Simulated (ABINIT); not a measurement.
Here is an ABINIT 10.8.3 (patched build) calculation.

The input run.abi:

```
# Datasets: ground state, then fixed potential
ndtset 2

# Pseudopotentials
pp_dirpath "./"
pseudos "Pb.GGA_PBE-JTH_sp.xml, Se.GGA_PBE-JTH.xml"

# Structure
acell 3*1.0 Angstrom
rprim
     0.0000000000     3.0606500000     3.0606500000
     3.0606500000     0.0000000000     3.0606500000
     3.0606500000     3.0606500000     0.0000000000
ntypat 2
znucl 82 34
natom 2
typat 1 2
xred
     0.0000000000     0.0000000000     0.0000000000
     0.5000000000     0.5000000000     0.5000000000

# Plane-wave basis
ecut 15.0
pawecutdg 30.0

# Exchange and correlation
ixc 14

# Bands and occupations
occopt 3
tsmear 0.05 eV

# SCF cycle
nstep 100

# Output
iomode 3
prtwf 0
prteig 0
prtebands 0
prtden1 1
prtvha1 1
prtvclmb1 1
prtpot1 1

# Dataset 1
kptopt1 1
ngkpt1 8 8 8
nshiftk1 1
shiftk1 0.0 0.0 0.0
nband1 9
tolvrs1 1.0e-9

# Dataset 2: bands along G-X-W-K-G-L-U-W-L-K
iscf2 -2
getden2 1
nband2 13
nbdbuf2 2
tolwfr2 1.0e-12
kptopt2 -9
ndivsm2 8
prteig2 1
prtvol2 -3
kptbounds2
     0.0000000000     0.0000000000     0.0000000000
     0.5000000000     0.0000000000     0.5000000000
     0.5000000000     0.2500000000     0.7500000000
     0.3750000000     0.3750000000     0.7500000000
     0.0000000000     0.0000000000     0.0000000000
     0.5000000000     0.5000000000     0.5000000000
     0.6250000000     0.2500000000     0.6250000000
     0.5000000000     0.2500000000     0.7500000000
     0.5000000000     0.5000000000     0.5000000000
     0.3750000000     0.3750000000     0.7500000000
```

Potentials or basis: JTH PAW PBE v2.0 sp.

Command:

```sh
$ abinit run.abi > log 2>&1
```

(1) What does it give for the pressure?

(2) What does it give for the band gap on the k mesh?

(3) Predict the band gap along the path.

Results:

(1) 3.7 GPa.

(2) 0.37 eV, direct.

(3) 0.37 eV, direct.

Caveat: the PAW data sets were made with another functional, which shifts forces and pressure a little; spin-orbit coupling is left out, which as a rule narrows the gap of such compounds by several tenths of an eV; this set keeps more shells in the core, which shifts pressures and gaps.

**What was measured.**

From a printed reference work, monograph, for a bulk crystal of PbSe at 300 K: band gap 0.28 eV (direct).

A measured gap of PbSe is 0.28 eV (direct; 300 K; a printed reference work, monograph); the calculated 0.37 eV misses it by +0.09 eV. 2 values of this kind are on record (0.15 to 0.28 eV); this one was drawn at random. Spin-orbit coupling on Pb, Se is left out. The value is that of revPBE, without temperature or zero-point motion.
